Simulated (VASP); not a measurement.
# NaCl, forces in the RPA: which settings are enough?

NaCl, P1 (no. 1), 2 atoms in the cell. PBE, RPA forces; PAW potentials Cl_GW, Na_sv_GW (PBE set). VASP 6.6.1.

Wanted: RPA forces within 0.02 eV/Å.

POSCAR:
```
NaCl
1.0
    0.0000000000      2.7940632177      2.7940632177
    2.7940632177      0.0000000000      2.7940632177
    2.7940632177      2.7940632177      0.0000000000
Cl Na
1 1
Direct
    0.4847840000      0.5003020000      0.5076340000
    0.0138270000      0.0254510000     -0.0347920000
```

The series start from Plane-wave cutoff ENCUT (eV): 400; k mesh: 2x2x2; Frequency points NOMEGA: 10; FFT grid for exchange (PRECFOCK): Normal; NTAUPAR: by MAXMEM. Each series keeps the choices made before it, and each single choice may use up half of a tolerance. Times cover all steps of a run.

## Plane-wave cutoff ENCUT (eV)

| Plane-wave cutoff ENCUT (eV) | RPA forces, largest deviation (eV/Å) | Time (s) |
|---|---|---|
| 300 | 0.005 | 108 |
| 350 | 0.003 | 152 |
| 400 | 0.002 | 234 |
| 450 | 0.000 | 273 |
| 500 (reference) | 0.000 | 266 |

Chosen: 300, the loosest value from which every tighter one stays within half of the tolerance.

## k mesh

| k mesh | RPA forces, largest deviation (eV/Å) | Time (s) |
|---|---|---|
| 1x1x1 | 0.366 | 36 |
| 2x2x2 | 0.011 | 108 |
| 3x3x3 (reference) | 0.000 | 208 |

Chosen: 3x3x3; the next looser run is off by more than half of the tolerance, so convergence isn't shown beyond this value.

## Frequency points NOMEGA

| Frequency points NOMEGA | RPA forces, largest deviation (eV/Å) | Time (s) |
|---|---|---|
| 4 | 0.004 | 106 |
| 6 | 0.000 | 156 |
| 8 | 0.000 | 157 |
| 10 | 0.000 | 208 |
| 14 (reference) | 0.000 | 264 |

Chosen: 4.

## FFT grid for exchange (PRECFOCK)

| FFT grid for exchange (PRECFOCK) | RPA forces, largest deviation (eV/Å) | Time (s) |
|---|---|---|
| Normal | 0.000 | 106 |
| Fast | 0.004 | 53 |

Chosen: Fast, the fastest of those that stay within half of the tolerance.

## NTAUPAR

| NTAUPAR | RPA forces, largest deviation (eV/Å) | Time (s) |
|---|---|---|
| by MAXMEM | 0.000 | 53 |
| 1 | 0.000 | 72 |
| 2 | 0.000 | 60 |

Chosen: by MAXMEM; no other choice that stays within half of the tolerance saves 30 % of the time.

## All choices together

| Input | RPA forces, largest deviation (eV/Å) | Time (s) |
|---|---|---|
| defaults (naive) | 0.237 | 105 |
| chosen settings | 0.005 | 53 |
| reference settings throughout | 0.000 | 1880 |

The chosen settings stay within the tolerance of the reference run, but the reference itself isn't shown to be converged in: k mesh.

Values of the reference run: RPA forces: -0.07429, -0.05724, 0.2671, 0.07437, 0.05752, -0.2671 eV/Å.

## The input

INCAR.step1:
```
ISMEAR   = 0              # smearing method
SIGMA    = 0.05           # smearing width, eV
EDIFF    = 1E-8           # SCF threshold, eV
PREC     = Accurate       # precision mode
LASPH    = T              # aspherical terms in the spheres
LREAL    = F              # projectors in reciprocal space
LCHARG   = F              # write CHGCAR
ENCUT    = 300            # plane-wave cutoff, eV
GGA      = PE             # functional
LWAVE    = T              # write WAVECAR
ALGO     = Normal         # electronic algorithm
```

INCAR.step2, as INCAR.step1 but for:
```
- LWAVE = T
- ALGO = Normal
+ ALGO = RPAR
+ LRPAFORCE = T
+ LFOCKSTD = T
+ NOMEGA = 4
+ ISIF = 0
+ LOPTICS = T
+ PRECFOCK = Fast
+ LWAVE = F
+ MAXMEM = 3500
```

KPOINTS:
```
Automatic mesh
0
Gamma
  3 3 3
  0 0 0
```

Commands (each step's output is kept before the next begins):
```
cat potpaw_PBE.64/Cl_GW/POTCAR potpaw_PBE.64/Na_sv_GW/POTCAR > POTCAR
cp INCAR.step1 INCAR
mpirun -np 8 vasp_std > vasp.out
cp INCAR.step2 INCAR
mpirun -np 8 vasp_std > vasp.out
```

Limits: The plane-wave cutoff lies under the usual one for these potentials, so absolute numbers hold a basis-set error.

The chosen input took VASP 6.6.1 53 s on 8 cores (Intel Xeon 6975P-C (Granite Rapids)), a shared host.

## An input that fails: ALGO = ACFDT

VASP's message: Currently RPA forces (LRPAFORCES = .TRUE.) can be calculated only with the formalism of euclidean quantum field theory (imaginary time Greens functions). That is, only ALGO = RPAR[K] | G0W0R[K] or similar options are ….

Changes against the starting input:
```
(step 2)
- ALGO = RPAR
+ ALGO = ACFDT
```
